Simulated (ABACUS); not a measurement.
Crystal: Cr.

```
CELL_PARAMETERS angstrom
2.71400 0.00000 0.00000
-1.35700 2.35039 0.00000
0.00000 0.00000 4.41000
ATOMIC_POSITIONS crystal
Cr 0.66667 0.33333 0.75000
Cr 0.33333 0.66667 0.25000
```

This isn't the form of Cr at room conditions, which is bcc.

| Property | Result |
| --- | --- |
| Program | ABACUS 3.10.1 |
| Task | single point |
| Functional | PBE |
| Potentials or basis | PseudoDojo NC SR 0.4.1 PBE standard |
| Cutoff | 1361 eV |
| Density cutoff | 5442 eV |
| Basis | DZP LCAO (the cutoffs set its grid) |
| k mesh | 11 × 11 × 6 |
| Occupations | fermi-dirac, width 0.05 eV |
| Spin | collinear spin, ferromagnetic start |
| Starting moments | [3.0, 3.0] μB |

On this cell: pressure -22.6 GPa; largest force under 0.003 eV/Å; net moment 2.46 μB per cell; site moments Cr +1.23 μB; band gap on the k mesh none (metal or under the smearing width).

The same run follows on a disturbed copy (atoms moved at random, drawn with an rms of 0.05 Å):

```
Cr
1.0
     2.71400    0.00000    0.00000
    -1.35700    2.35039    0.00000
     0.00000    0.00000    4.41000
Cr
2
Direct
  0.67792 0.33401 0.74410
  0.33027 0.66015 0.25463
```

Q: What changes?

A: The energy (extrapolated to zero smearing) moves by +0.9 meV/atom; pressure -22.8 GPa; largest force 0.088 eV/Å; net moment 2.39 μB per cell; site moments Cr +1.20 μB; band gap on the k mesh none (metal or under the smearing width).

Forces on the atoms (eV/Å):
```
Cr   0.008  0.005  0.087
Cr  -0.008 -0.005 -0.087
```

Stress tensor (GPa, compression positive):
```
-22.98   0.45   0.00
  0.45 -23.51   0.00
  0.00   0.00 -21.87
```

Caveats: the atomic orbitals were generated for these runs and aren't a published set; the basis of atomic orbitals isn't converged, which shifts pressures, moduli and gaps; so large a pressure means that the cell lies far from this level's equilibrium, or that cutoff or potentials fall short (some runs).
